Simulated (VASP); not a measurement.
# TiO2 (P4_2/mnm) in VASP: settings compared

One crystal, TiO2, is run at these levels: rSCAN, TPSS, PBE; tasks: band structure, dielectric tensor.

Everything below comes from runs of VASP 6.6.1. Logs are shortened: lines on timing, memory, paths and dates and some standing lists are left out, and cuts for length are marked.

**Measured values to compare with.**

From “Shallow Valence Band of Rutile GeO2 and P-type Doping”, 2020, arxiv:2011.08928, for a bulk crystal of TiO2 at 1.6 K: band gap 3.03 eV (direct).

The runs below are set against these values where they give the same quantity.

**1. The structure**

It takes space group P4_2/mnm (No. 136, tetragonal). The conventional cell has a = 4.600 Å, b = 4.600 Å, c = 2.959 Å, α = 90.00°, β = 90.00°, γ = 90.00°. Ti (site symmetry mmm) has 6 O at 1.95 to 1.98 Å as nearest neighbours. O (site symmetry m2m) has 3 Ti at 1.95 to 1.98 Å as nearest neighbours.

The cell is a database's computed one.

**2. Band structure, rSCAN**

Contents of INCAR:

```
ALGO = Normal ; EDIFF = 1E-7
ENCUT = 520 ; ISIF = 2
ISMEAR = -1 ; LASPH = True
LCHARG = False ; LMAXMIX = 4
LMIXTAU = True ; LREAL = False
LWAVE = False ; METAGGA = RSCAN
NELM = 80 ; PREC = Accurate
SIGMA = 0.05
```

Contents of KPOINTS:

```
k-points
0
Gamma
  6 6 9
```

Contents of POSCAR:

```
TiO2
1.0
    4.5998373239      0.0000000000      0.0000000000
    0.0000000000      4.5998373239      0.0000000000
    0.0000000000      0.0000000000      2.9592135600
Ti O
2 4
Direct
    0.0000000000      0.0000000000      0.5000000000
    0.5000000000      0.5000000000      0.0000000000
    0.3043213200      0.3043213200      0.5000000000
    0.1956786800      0.8043213200      0.0000000000
    0.8043213200      0.1956786800      0.0000000000
    0.6956786800      0.6956786800      0.5000000000
```

Contents of KPOINTS_OPT:

```
path GXMGZRAZ,XR,MA
15
line-mode
reciprocal
 0.0000000000  0.0000000000  0.0000000000  G
 0.0000000000  0.5000000000  0.0000000000  X

 0.0000000000  0.5000000000  0.0000000000  X
 0.5000000000  0.5000000000  0.0000000000  M

 0.5000000000  0.5000000000  0.0000000000  M
 0.0000000000  0.0000000000  0.0000000000  G

 0.0000000000  0.0000000000  0.0000000000  G
 0.0000000000  0.0000000000  0.5000000000  Z

 0.0000000000  0.0000000000  0.5000000000  Z
 0.0000000000  0.5000000000  0.5000000000  R

 0.0000000000  0.5000000000  0.5000000000  R
 0.5000000000  0.5000000000  0.5000000000  A

 0.5000000000  0.5000000000  0.5000000000  A
 0.0000000000  0.0000000000  0.5000000000  Z

 0.0000000000  0.5000000000  0.0000000000  X
 0.0000000000  0.5000000000  0.5000000000  R

 0.5000000000  0.5000000000  0.0000000000  M
 0.5000000000  0.5000000000  0.5000000000  A
```

Potentials or basis: VASP PAW PBE potentials, release 64 (Ti_sv, O).

Command:

```bash
cat potpaw_PBE.64/Ti_sv/POTCAR potpaw_PBE.64/O/POTCAR > POTCAR
mpirun -np 1 vasp_std > vasp.out
```

OUTCAR:

```text
EDIFF = 1E-7
   ENCUT = 520
   ISIF = 2
   ISMEAR = -1
   LASPH = True
   LREAL = False
   METAGGA = RSCAN
   NELM = 80
   PREC = Accurate

 ion  position               nearest neighbor table
   1  0.000  0.000  0.500-   4 1.95   5 1.95   4 1.95   5 1.95   3 1.98   6 1.98
   2  0.500  0.500  0.000-   3 1.95   6 1.95   3 1.95   6 1.95   5 1.98   4 1.98
   3  0.304  0.304  0.500-   2 1.95   2 1.95   1 1.98
   4  0.196  0.804  0.000-   1 1.95   1 1.95   2 1.98
   5  0.804  0.196  0.000-   1 1.95   1 1.95   2 1.98
   6  0.696  0.696  0.500-   2 1.95   2 1.95   1 1.98

  LATTYP: Found a simple tetragonal cell.
 ALAT       =     4.5998373239
 C/A-ratio  =     0.6433300466

  Lattice vectors:

 A1 = (   4.5998373239,   0.0000000000,   0.0000000000)
 A2 = (   0.0000000000,   4.5998373239,   0.0000000000)
 A3 = (   0.0000000000,   0.0000000000,   2.9592135600)

Analysis of symmetry for initial positions (statically):
=====================================================================
 Subroutine PRICEL returns:
 Original cell was already a primitive cell.

 Routine SETGRP: Setting up the symmetry group for a
 simple tetragonal supercell.

 Subroutine GETGRP returns: Found 16 space group operations
 (whereof  8 operations were pure point group operations)
 out of a pool of 16 trial point group operations.

The static configuration has the point symmetry D_2h.
 The point group associated with its full space group is D_4h.

Analysis of symmetry for dynamics (positions and initial velocities):
=====================================================================
 Subroutine PRICEL returns:
 Original cell was already a primitive cell.

 Routine SETGRP: Setting up the symmetry group for a
 simple tetragonal supercell.

 Subroutine GETGRP returns: Found 16 space group operations
 (whereof  8 operations were pure point group operations)
 out of a pool of 16 trial point group operations.

The dynamic configuration has the point symmetry D_2h.
 The point group associated with its full space group is D_4h.

 Subroutine INISYM returns: Found 16 space group operations
 (whereof  8 operations are pure point group operations),
 and found     1 'primitive' translations

----------------------------------------------------------------------------------------

                                     Primitive cell

  volume of cell :      62.6125

  direct lattice vectors                    reciprocal lattice vectors
     4.599837324  0.000000000  0.000000000     0.217398993  0.000000000  0.000000000
     0.000000000  4.599837324  0.000000000     0.000000000  0.217398993  0.000000000
     0.000000000  0.000000000  2.959213560     0.000000000  0.000000000  0.337927622

  length of vectors
     4.599837324  4.599837324  2.959213560     0.217398993  0.217398993  0.337927622

  position of ions in fractional coordinates (direct lattice)
     0.000000000  0.000000000  0.500000000
     0.500000000  0.500000000  0.000000000
     0.304321320  0.304321320  0.500000000
     0.195678680  0.804321320  0.000000000
     0.804321320  0.195678680  0.000000000
     0.695678680  0.695678680  0.500000000

  ion indices of the primitive-cell ions
   primitive index   ion index
                 1           1
                 2           2
                 3           3
                 4           4
                 5           5
                 6           6

----------------------------------------------------------------------------------------

 KPOINTS: k-points

Automatic generation of k-mesh.
 Grid dimensions read from file:
 generate k-points for:    6    6    9

 Generating k-lattice:

  Cartesian coordinates                     Fractional coordinates (reciprocal lattice)
     0.036233165  0.000000000  0.000000000     0.166666667  0.000000000  0.000000000
     0.000000000  0.036233165  0.000000000     0.000000000  0.166666667  0.000000000
     0.000000000  0.000000000  0.037547514     0.000000000  0.000000000  0.111111111

  Length of vectors
     0.036233165  0.036233165  0.037547514

  Shift w.r.t. Gamma in fractional coordinates (k-lattice)
     0.000000000  0.000000000  0.000000000

 Subroutine IBZKPT returns following result:
 ===========================================

 Found     50 irreducible k-points:

 Following reciprocal coordinates:
            Coordinates               Weight
  0.000000  0.000000  0.000000      1.000000
  0.166667  0.000000  0.000000      4.000000
  0.333333  0.000000  0.000000      4.000000
  0.500000  0.000000  0.000000      2.000000
  0.166667  0.166667  0.000000      4.000000
  0.333333  0.166667  0.000000      8.000000
[... 16 lines left out ...]
  0.333333  0.000000  0.222222      8.000000
  0.500000  0.000000  0.222222      4.000000
 [... further k-points ...]
   k-points           NKPTS =     50   k-points in BZ     NKDIM =     50   number of bands    NBANDS=     28
   number of dos      NEDOS =    301   number of ions     NIONS =      6
   total plane-waves  NPLWV =  31104
   dimension x,y,z NGX =    36 NGY =   36 NGZ =   24
   dimension x,y,z NGXF=    72 NGYF=   72 NGZF=   48
   ions per type =               2   4
   NGX,Y,Z   is equivalent  to a cutoff of  13.01, 13.01, 13.48 a.u.
   NGXF,Y,Z  is equivalent  to a cutoff of  26.02, 26.02, 26.97 a.u.
 SYSTEM =  unknown system
   PREC   = accura    normal or accurate (medium, high low for compatibility)
   ISTART =      0    job   : 0-new  1-cont  2-samecut
   ICHARG =      2    charge: 1-file 2-atom 10-const
   ISPIN  =      1    spin polarized calculation?
   LNONCOLLINEAR =      F non collinear calculations
   LSORBIT =      F    spin-orbit coupling
   LASPH  =      T    aspherical Exc in radial PAW
   ENCUT  =  520.0 eV  38.22 Ry    6.18 a.u.   8.55  8.55  5.50*2*pi/ulx,y,z
   NELM   =     80;   NELMIN=  2; NELMDL= -5     # of ELM steps
   EDIFF  = 0.1E-06   stopping-criterion for ELM
   LREAL  =      F    real-space projection
   EDIFFG = 0.1E-05   stopping-criterion for IOM
   NSW    =      0    number of steps for IOM
   IBRION =     -1    ionic relax: 0-MD 1-quasi-New 2-CG
   NFREE  =      0    steps in history (QN), initial steepest desc. (CG)
   ISIF   =      2    stress and relaxation
   ISYM   =      2    0-nonsym 1-usesym 2-fastsym
   POTIM  = 0.5000    time-step for ionic-motion
   TEBEG  =    0.0;   TEEND  =   0.0 temperature during run
   PSTRESS=    0.0 pullay stress
   NELECT =      48.0000    total number of electrons
   NUPDOWN=      -1.0000    fix difference up-down
   EMIN   =  10.00;   EMAX   =-10.00  energy-range for DOS
   EFERMI =   0.00;   METHOD = LEGACY
   ISMEAR =    -1;   SIGMA  =   0.05  broadening in eV -4-tet -1-fermi 0-gaus
   EFERMI_NEDOS =   21; number of points for ismear=-14 and -15
   IALGO  =     38    algorithm
   IMIX   =      4    mixing-type and parameters
     AMIX     =   0.40;   BMIX     =  1.00
     AMIX_MAG =   1.60;   BMIX_MAG =  1.00
  volume/ion in A,a.u.               =      10.44        70.42
  Fermi-wavevector in a.u.,A,eV,Ry     =   1.498309  2.831394 30.544140  2.244931
  Thomas-Fermi vector in A             =   2.610085
   LORBIT       =      0    0 simple, 1 ext, 2 COOP (PROOUT), +10 PAW based schemes
   METAGGA = RSCAN    functional components
   LHFCALC =     F    Hartree Fock is set to
   AEXX    =    0.0000 exact exchange contribution
   IVDW    =     0    specifies the selected vdW correction
   LEPSILON=     F    determine dielectric tensor
   LRPA    =     F    only Hartree local field effects (RPA)
 non-spin polarized calculation
  energy-cutoff  :      520.00
  volume of cell :       62.61
 maximum number of plane-waves:      1720
 NGX is ok and might be reduce to    36
   NGX = 17   NGY = 17   NGZ = 11

 number of electron      48.0000021 magnetization

 Free energy of the ion-electron system (eV)
  ---------------------------------------------------
  ext. energy  EPLUGINS =         0.00000000
  ---------------------------------------------------
  free energy    TOTEN  =       -81.10354605 eV

  energy without entropy =      -81.10354605  energy(sigma->0) =      -81.10354605

 E-fermi :   5.5545     XC(G=0): -12.1825

 val. band max:        4.4552926922   @ k =   0.0000   0.0000   0.0000
 cond. band min:       6.6320049735   @ k =   0.0000   0.0000   0.0000
 fundamental gap:      2.1767122812
 Fermi energy:         5.5544961875

 k-point     1 :       0.0000    0.0000    0.0000
  band No.  band energies     occupation
      1     -54.6618      2.00000
      2     -54.6442      2.00000
      3     -29.9716      2.00000
      4     -29.9716      2.00000
      5     -29.7968      2.00000
      6     -29.7968      2.00000
[... 20 lines left out ...]
     27       7.1818      0.00000
     28       7.2744      0.00000

 k-point     2 :       0.1667    0.0000    0.0000
  band No.  band energies     occupation
      1     -54.6606      2.00000
      2     -54.6454      2.00000
      3     -29.9624      2.00000
      4     -29.9616      2.00000
      5     -29.8080      2.00000
      6     -29.8071      2.00000
[... 20 lines left out ...]
     27       7.3776      0.00000
     28       7.3882      0.00000

 k-point     3 :       0.3333    0.0000    0.0000
  band No.  band energies     occupation
      1     -54.6574      2.00000
      2     -54.6486      2.00000
      3     -29.9379      2.00000
      4     -29.9358      2.00000
      5     -29.8359      2.00000
      6     -29.8337      2.00000
[... 20 lines left out ...]
     27       7.6321      0.00000
     28       7.7062      0.00000

 k-point     4 :       0.5000    0.0000    0.0000
  band No.  band energies     occupation
      1     -54.6530      2.00000
      2     -54.6530      2.00000
      3     -29.9169      2.00000
      4     -29.9169      2.00000
      5     -29.8558      2.00000
      6     -29.8558      2.00000
[... 578 lines left out ...]
     27       7.5714      0.00000
     28       7.7322      0.00000

 k-point    23 :       0.3333    0.0000    0.2222
  band No.  band energies     occupation
      1     -54.6397      2.00000
      2     -54.6329      2.00000
      3     -29.9803      2.00000
      4     -29.9654      2.00000
      5     -29.8878      2.00000
      6     -29.8803      2.00000
[... 20 lines left out ...]
     27       7.7703      0.00000
     28       7.7914      0.00000

 k-point    24 :       0.5000    0.0000    0.2222
  band No.  band energies     occupation
      1     -54.6363      2.00000
      2     -54.6363      2.00000
      3     -29.9761      2.00000
      4     -29.9761      2.00000
      5     -29.8683      2.00000
      6     -29.8683      2.00000
[... 20 lines left out ...]
     27       7.9318      0.00000
     28       7.9318      0.00000

 [... further k-points ...]

------------------------ aborting loop because EDIFF is reached ----------------------------------------

  FORCE on cell =-STRESS in cart. coord.  units (eV):
  Direction    XX          YY          ZZ          XY          YZ          ZX
  --------------------------------------------------------------------------------------
  -------------------------------------------------------------------------------------
  Total       -0.1209905     -0.1209905     -0.0172136     -0.0000000      0.0000000      0.0000000
  in kB       -3.0959980     -3.0959980     -0.4404759     -0.0000000      0.0000000      0.0000000
  external PRESSURE =      -2.2108240 kB  Pullay stress =       0.0000000 kB

 VOLUME and BASIS-vectors are now :
 -----------------------------------------------------------------------------
  energy-cutoff  :      520.00
  volume of cell :       62.61
      direct lattice vectors                 reciprocal lattice vectors
     4.599837324  0.000000000  0.000000000     0.217398993  0.000000000  0.000000000
     0.000000000  4.599837324  0.000000000     0.000000000  0.217398993  0.000000000
     0.000000000  0.000000000  2.959213560     0.000000000  0.000000000  0.337927622

 POSITION                                       TOTAL-FORCE (eV/Angst)
 -----------------------------------------------------------------------------------
      0.00000      0.00000      1.47961         0.000000     -0.000000      0.000000
      2.29992      2.29992      0.00000         0.000000     -0.000000      0.000000
      1.39983      1.39983      1.47961         0.009601      0.009601     -0.000000
      0.90009      3.69975      0.00000        -0.009601      0.009601     -0.000000
      3.69975      0.90009      0.00000         0.009601     -0.009601      0.000000
      3.20001      3.20001      1.47961        -0.009601     -0.009601      0.000000
 -----------------------------------------------------------------------------------
    total drift:                                0.000000      0.000000      0.000000

  FREE ENERGIE OF THE ION-ELECTRON SYSTEM (eV)
  ---------------------------------------------------
  free  energy   TOTEN  =       -81.1035460521 eV

  energy  without entropy=      -81.1035460521  energy(sigma->0) =      -81.10354605
```

Run time: 11 min. Hardware: 1 thread of Intel Xeon Platinum 8259CL at 2.50GHz (Skylake/Cascade Lake), shared host; peak memory 0.26 GiB.

What came out:

```
Free energy             : -81.1035 eV
Pressure                : -0.2 GPa
Largest force           : 0.014 eV/Å
Band gap on the k mesh  : 2.18 eV, direct
Band gap along the path : 2.18 eV, direct
```

Forces in eV/Å, atoms in the order of the input:
```
Ti   0.000  0.000  0.000
Ti   0.000  0.000  0.000
O    0.010  0.010  0.000
O   -0.010  0.010  0.000
O    0.010 -0.010  0.000
O   -0.010 -0.010  0.000
```

Levels at the corners of the path, in eV from the valence-band top:
```tsv
point	band 22	band 23	band 24	band 25	band 26	band 27
Γ	-0.50	-0.50	0.00	2.18	2.49	2.74
X	-1.71	-0.77	-0.77	2.86	2.86	3.35
X	-1.71	-0.77	-0.77	2.86	2.86	3.35
M	-1.40	-1.14	-1.14	2.21	2.21	2.84
M	-1.40	-1.14	-1.14	2.21	2.21	2.84
Γ	-0.50	-0.50	0.00	2.18	2.50	2.73
Γ	-0.50	-0.50	0.00	2.18	2.49	2.73
Z	-2.40	-1.48	-1.48	3.28	3.28	3.52
Z	-2.40	-1.48	-1.48	3.28	3.28	3.52
R	-2.06	-1.09	-1.09	2.25	2.25	3.54
R	-2.06	-1.09	-1.09	2.25	2.25	3.54
A	-1.32	-0.72	-0.72	2.92	2.92	3.54
A	-1.32	-0.72	-0.72	2.92	2.92	3.54
Z	-2.40	-1.48	-1.48	3.28	3.28	3.52
X	-1.71	-0.77	-0.77	2.86	2.86	3.35
R	-2.06	-1.09	-1.09	2.25	2.25	3.54
M	-1.40	-1.14	-1.14	2.21	2.21	2.84
A	-1.32	-0.72	-0.72	2.92	2.92	3.53
```

Caveat: the PAW data sets were made with another functional, which shifts forces and pressure a little.

(Part 1 of 2 ends here.)
